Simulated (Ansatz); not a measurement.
The system is ZrSe2.

```
Zr Se
1.0
     3.79800    0.00000    0.00000
    -1.89900    3.28916    0.00000
     0.00000    0.00000    6.19200
Zr Se
1 2
Direct
  0.00000 0.00000 0.00000
  0.66667 0.33333 0.75000
  0.33333 0.66667 0.25000
```

Base run:

```yaml
Program: Ansatz 0.2.0
Functional: PBEsol
Potentials_or_basis: all-electron PAW datasets made for the crystal
Cutoff: 320 eV (chosen from the basis error)
k_mesh: 8 × 8 × 5
Occupations: fermi-dirac, width 0.05 eV
Spin: no spin polarisation
```

Its results: band gap on the k mesh 0.36 eV, indirect (least direct gap 1.02 eV); pressure -1.2 GPa; largest force 0.085 eV/Å.

Question: The run is repeated on the same cell with these changes: potentials or basis from all-electron PAW datasets made for the crystal to all-electron LAPW, non-relativistic; cutoff from 320 eV (chosen from the basis error) to 216 eV (chosen from the basis error). What comes out?

Answer: Band gap on the k mesh 0.29 eV, indirect (least direct gap 0.88 eV); pressure -0.7 GPa; largest force 0.153 eV/Å.

Caveats: this functional lacks dispersion, which binds the layers, so the pressure and a relaxed spacing across them are unreliable; relativity is left out, which matters for the heavier elements (some runs).

A k mesh can miss the band edges.

The runs don't all hold the same shells in valence.
